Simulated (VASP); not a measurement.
**LiTaO2: single point with r2SCAN**

The system is LiTaO2.

```
Li Ta O
1.0
     1.43738    0.82987    5.42274
    -1.43738    0.82987    5.42274
     0.00000   -1.65974    5.42274
Li Ta O
1 1 2
Cartesian
  0.0000 0.0000 8.1341
  0.0000 0.0000 0.0000
  0.0000 0.0000 12.2576
  0.0000 0.0000 4.0107
```

The cell was built by a generator and needn't be a form met in nature.

```
Program                : VASP 6.6.1
Task                   : single point
Functional             : r2SCAN
Potentials or basis    : VASP PAW PBE potentials, release 64 (Li_sv, Ta_pv, O)
Cutoff                 : 520 eV
k mesh                 : 14 × 14 × 14
Occupations            : gaussian, width 0.1 eV
Spin                   : no spin polarisation
Further INCAR settings : ALGO = Normal; EDIFF = 1e-06; NBANDS = 21
```

| Item | Value |
| --- | --- |
| Largest force | 0.144 eV/Å |
| Band gap on the k mesh | none (metal or under the smearing width) |

Forces on the atoms (eV/Å):
```
Li   0.000  0.000  0.000
Ta   0.000  0.000  0.000
O    0.000  0.000 -0.144
O    0.000  0.000  0.144
```

Levels at points of the mesh, in eV from the Fermi level:
| k point | band 10 | band 11 | band 12 | band 13 | band 14 | band 15 | band 16 | band 17 |
| --- | --- | --- | --- | --- | --- | --- | --- | --- |
| (0.00, 0.00, 0.00) | -4.55 | -3.68 | -3.68 | -1.17 | 0.62 | 0.62 | 3.16 | 4.43 |
| (0.50, 0.00, 0.00) | -5.89 | -4.91 | -4.21 | -2.23 | 4.33 | 4.47 | 4.58 | 5.68 |
| (0.50, 0.50, 0.00) | -5.68 | -5.25 | -4.51 | -2.58 | 4.41 | 4.64 | 5.49 | 5.50 |
| (0.50, 0.50, 0.50) | -5.43 | -3.76 | -3.76 | -0.48 | 0.67 | 0.67 | 3.49 | 4.37 |

Wall time 9.3 min on 4 MPI ranks on Intel(R) Xeon(R) Platinum 8559C (Emerald Rapids), on a shared host, peak memory 0.46 GiB a rank.

Caveat: the PAW data sets were made with another functional, which shifts forces and pressure a little. Spin-orbit coupling is left out, which matters for the levels of Ta.
